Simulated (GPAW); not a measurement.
# SnTe (Fm-3m) in GPAW: a series of runs, part 2 of 2

GPAW 26.7.0. The steps go on from the part before.

## (4) Relaxation of cell and atoms, PBEsol+D3(BJ)+ATM

The input, run.py:

```python
from ase import Atoms
from ase.calculators.mixing import SumCalculator
from ase.filters import FrechetCellFilter
from ase.io import write
from ase.optimize import BFGS
from dftd3.ase import DFTD3
from gpaw import GPAW, PW, setup_paths

setup_paths.insert(0, '.')

atoms = Atoms(['Te', 'Sn'],
              cell=[[0.0, 3.15085, 3.15085],
                    [3.15085, 0.0, 3.15085],
                    [3.15085, 3.15085, 0.0]],
              scaled_positions=[[0.5, 0.5, 0.5],
                                [0.0, 0.0, 0.0]],
              pbc=True)

calc = GPAW(mode=PW(600),
            xc='PBEsol',
            kpts={'size': (7, 7, 7), 'gamma': True},
            occupations={'name': 'fermi-dirac', 'width': 0.05},
            nbands=19,
            convergence={'density': 1e-05, 'forces': 0.0001},
            maxiter=150,
            txt='gpaw.txt')
atoms.calc = SumCalculator([calc, DFTD3(damping='d3bj', params_tweaks=dict(method='pbesol', atm=True))])
opt = BFGS(FrechetCellFilter(atoms), trajectory='relax.traj', logfile='-')
done = opt.run(fmax=0.02, steps=60)
calc.write('gs.gpw')
write('result.traj', atoms)
print('Converged:', done)
print('Cell:', atoms.cell.cellpar().round(4))
print('Volume:', round(atoms.get_volume(), 4))
print(atoms.get_scaled_positions().round(5))
```

Potentials or basis: PAW data sets generated in the run's folder for this functional, pw.

Command:

```bash
$ gpaw-setup -f PBEsol Sn Te
$ OMP_NUM_THREADS=1 python run.py
```

gpaw.txt:

```text
__  _  _
 | _ |_)|_||  |
 |__||  | ||/\| - 26.7.0

Input parameters:
  mode=PW(ecut=600.0),
  convergence={'density': 1e-05, 'forces': 0.0001},
  kpts=MonkhorstPack(size=(7, 7, 7), gamma=True),
  maxiter=150,
  nbands=19,
  occupations=Occupations(name='fermi-dirac', width=0.05),
  xc=XC(name='PBEsol')

Diagonalizing LCAO Hamiltonian
Converting LCAO to pw mode

                 Te

       Sn

Atoms  # Å, Bohr magnetons
|   | symbol |        x |        y |        z |    initial magnetic moments |
|---|--------|----------|----------|----------|-----------------------------|
| 0 |     Te | 3.150850 | 3.150850 | 3.150850 | ( 0.0000,  0.0000,  0.0000) |
| 1 |     Sn | 0.000000 | 0.000000 | 0.000000 | ( 0.0000,  0.0000,  0.0000) |

Unit cell  # Å
| periodic |        x |        y |        z |  lengths |    angles |
|----------|----------|----------|----------|----------|-----------|
|      yes | 0.000000 | 3.150850 | 3.150850 | 4.455975 | 60.000000 |
|      yes | 3.150850 | 0.000000 | 3.150850 | 4.455975 | 60.000000 |
|      yes | 3.150850 | 3.150850 | 0.000000 | 4.455975 | 60.000000 |

Number of symmetries: 48
Symmetry operations  # r_c * U_cc + t_c -> r_c
|    | kind |            matrix            |
|----|------|------------------------------|
|  0 |  σ   |  1, 0, 0,  1, 0,-1,  1,-1, 0 |
|  1 |  C2  |  1, 0, 0,  1,-1, 0,  1, 0,-1 |
[... 559 lines left out ...]
|  6 |  σ   |  1, 0,-1,  0, 1,-1,  0, 0,-1 |
|  7 |  C3  |  1, 0,-1,  0, 0,-1,  0, 1,-1 |
|  8 |  S6  |  1,-1, 0,  1, 0, 0,  1, 0,-1 |
[... 233 lines left out ...]
Stress tensor  # eV/Ang^3
|         x |         y |         z |
|-----------|-----------|-----------|
| -0.013678 | -0.000000 | -0.000000 |
| -0.000000 | -0.013678 | -0.000000 |
| -0.000000 | -0.000000 | -0.013678 |

Forces  # eV/Ang
|        x |        y |        z |
|----------|----------|----------|
| -0.00000 | -0.00000 | -0.00000 |  # Te   0
|  0.00000 | -0.00000 |  0.00000 |  # Sn   1

Interpolating wave functions to new cell

                Te

       Sn

Atoms  # Å, Bohr magnetons
|   | symbol |        x |        y |         z |    initial magnetic moments |
|---|--------|----------|----------|-----------|-----------------------------|
| 0 |     Te | 3.095619 | 3.095619 |  3.095619 | ( 0.0000,  0.0000,  0.0000) |
| 1 |     Sn | 0.000000 | 0.000000 | -0.000000 | ( 0.0000,  0.0000,  0.0000) |

Unit cell  # Å
| periodic |         x |         y |        z |  lengths |    angles |
|----------|-----------|-----------|----------|----------|-----------|
|      yes | -0.000000 |  3.095619 | 3.095619 | 4.377867 | 60.000000 |
|      yes |  3.095619 | -0.000000 | 3.095619 | 4.377867 | 60.000000 |
|      yes |  3.095619 |  3.095619 | 0.000000 | 4.377867 | 60.000000 |

Number of symmetries: 48
Symmetry operations  # r_c * U_cc + t_c -> r_c
|    | kind |            matrix            |
|----|------|------------------------------|
|  0 |  σ   |  1, 0, 0,  1, 0,-1,  1,-1, 0 |
|  1 |  C2  |  1, 0, 0,  1,-1, 0,  1, 0,-1 |
|  2 |  E   |  1, 0, 0,  0, 1, 0,  0, 0, 1 |
|  3 |  σ   |  1, 0, 0,  0, 0, 1,  0, 1, 0 |
|  4 |  C4  |  1, 0,-1,  1, 0, 0,  1,-1, 0 |
|  5 |  S6  |  1, 0,-1,  1,-1, 0,  1, 0, 0 |
|  6 |  σ   |  1, 0,-1,  0, 1,-1,  0, 0,-1 |
|  7 |  C3  |  1, 0,-1,  0, 0,-1,  0, 1,-1 |
|  8 |  S6  |  1,-1, 0,  1, 0, 0,  1, 0,-1 |
[... 231 lines left out ...]
Stress tensor  # eV/Ang^3
|         x |         y |         z |
|-----------|-----------|-----------|
| -0.012481 | -0.000000 | -0.000000 |
| -0.000000 | -0.012481 | -0.000000 |
| -0.000000 | -0.000000 | -0.012481 |

Forces  # eV/Ang
|        x |        y |        z |
|----------|----------|----------|
| -0.00000 |  0.00000 |  0.00000 |  # Te   0
|  0.00000 | -0.00000 | -0.00000 |  # Sn   1

# Writing to gs.gpw (mode='')
```

stdout:

```text
Step          Energy          fmax
BFGS:    0       -9.347849        0.480103
BFGS:    1       -9.356785        0.392590
BFGS:    2       -9.373642        0.031097
BFGS:    3       -9.373757        0.001803
Converged: True
Cell: [ 4.3779  4.3779  4.3779 60.     60.     60.    ]
Volume: 59.3298
[[0.5 0.5 0.5]
 [0.  0.  0. ]]
```

It took 50 s on 1 thread of Arm Neoverse V2, shared host; peak memory 0.22 GiB.

What came out:

| Item | Value |
| --- | --- |
| Free energy | -9.3738 eV |
| Relaxed volume | 29.66 Å³/atom |
| Relaxed cell | a = 4.378 Å, b = 4.378 Å, c = 4.378 Å, α = 60.00°, β = 60.00°, γ = 60.00° |
| Space group after relaxing (to 0.05 Å) | Fm-3m (No. 225) |
| Energy gained by relaxing | 13.0 meV/atom |
| Ionic steps | 4 |
| Pressure after relaxing | 0.0 GPa |
| Dispersion energy per atom | -0.389 eV |

The path:
```tsv
step	energy change (eV)	largest force (eV/Å)	pressure (GPa)	volume (Å³)
1	0.0000	0.0000	-2.46	62.56
2	-0.0089	0.0000	-2.03	61.92
3	-0.0258	0.0000	0.17	59.13
4	-0.0259	0.0000	-0.01	59.33
```

Final structure:
```xyz
2
Lattice="0.0000 3.0956 3.0956 3.0956 0.0000 3.0956 3.0956 3.0956 0.0000" Properties=species:S:1:pos:R:3 pbc="T T T"
Te    3.0956    3.0956    3.0956
Sn    0.0000    0.0000    0.0000
```

Levels at points of the mesh, in eV from the Fermi level:
```csv
k point,band 6,band 7,band 8,band 9,band 10,band 11,band 12,band 13,band 14,band 15
"(0.00, 0.00, 0.00)",-13.26,-4.52,-2.33,-2.33,-2.33,3.39,3.39,3.39,4.61,4.61
```

Caveat: this odd mesh misses L, where the gap lies, so gap, dielectric constants and Born charges aren't listed; later steps reuse the first step's grids. The run has no spin-orbit coupling, so splittings on Te are missing.

## (5) Relaxation of cell and atoms, PBEsol+D4

run.py: that of step 4 with these lines changed.

```diff
@@ -5,3 +5,3 @@
 from ase.optimize import BFGS
-from dftd3.ase import DFTD3
+from dftd4.ase import DFTD4
 from gpaw import GPAW, PW, setup_paths
@@ -26,3 +26,3 @@
             txt='gpaw.txt')
-atoms.calc = SumCalculator([calc, DFTD3(damping='d3bj', params_tweaks=dict(method='pbesol', atm=True))])
+atoms.calc = SumCalculator([calc, DFTD4(method='pbesol')])
 opt = BFGS(FrechetCellFilter(atoms), trajectory='relax.traj', logfile='-')
```

Command:

```bash
$ gpaw-setup -f PBEsol Sn Te
$ OMP_NUM_THREADS=1 python run.py
```

It took 69 s on 1 thread of Arm Neoverse V2, shared host; peak memory 0.23 GiB.

It converged, with:

* Free energy: -9.1298 eV
* Relaxed volume: 29.98 Å³/atom
* Relaxed cell: a = 4.394 Å, b = 4.394 Å, c = 4.394 Å, α = 60.00°, β = 60.00°, γ = 60.00°
* Space group after relaxing (to 0.05 Å): Fm-3m (No. 225)
* Energy gained by relaxing: 7.4 meV/atom
* Ionic steps: 3
* Pressure after relaxing: 0.1 GPa
* Dispersion energy per atom: -0.263 eV

Step by step:
| step | energy change (eV) | largest force (eV/Å) | pressure (GPa) | volume (Å³) |
| --- | --- | --- | --- | --- |
| 1 | 0.0000 | 0.0000 | -1.87 | 62.56 |
| 2 | -0.0051 | 0.0000 | -1.53 | 62.08 |
| 3 | -0.0148 | 0.0000 | 0.09 | 59.97 |

Final structure:
```
Te Sn
1.0
     0.00000    3.10671    3.10671
     3.10671    0.00000    3.10671
     3.10671    3.10671    0.00000
Te Sn
1 1
Direct
  0.50000 0.50000 0.50000
  0.00000 0.00000 0.00000
```

Levels at points of the mesh, in eV from the Fermi level:
```
           k point  band 6  band 7  band 8  band 9  band 10  band 11  band 12  band 13  band 14  band 15
(0.00, 0.00, 0.00)  -13.18   -4.57   -2.31   -2.31    -2.31     3.37     3.37     3.37     4.62     4.62
```

Caveat: this odd mesh misses L, where the gap lies, so gap, dielectric constants and Born charges aren't listed; later steps reuse the first step's grids. Spin-orbit coupling is left out, which matters for the levels of Te.

## (6) The runs side by side

```tsv
level	pressure (GPa)	relaxed volume (Å³/atom)
PBEsol+D3	0.1	30.24
PBEsol+D3(BJ)	0.0	29.55
PBEsol+D3(BJ)+ATM	0.0	29.66
PBEsol+D4	0.1	29.98
```

Alike in all rows: task relaxation of cell and atoms; potentials or basis PAW data sets generated in the run's folder for this functional, pw; no spin polarisation; cell relaxed; k mesh 7 × 7 × 7; cutoff (eV) 600; smearing fermi-dirac 0.05 eV.

Caveats: later steps reuse the first step's grids.

Total energies depend on the potentials used, so only differences within one code and one set of settings carry meaning.
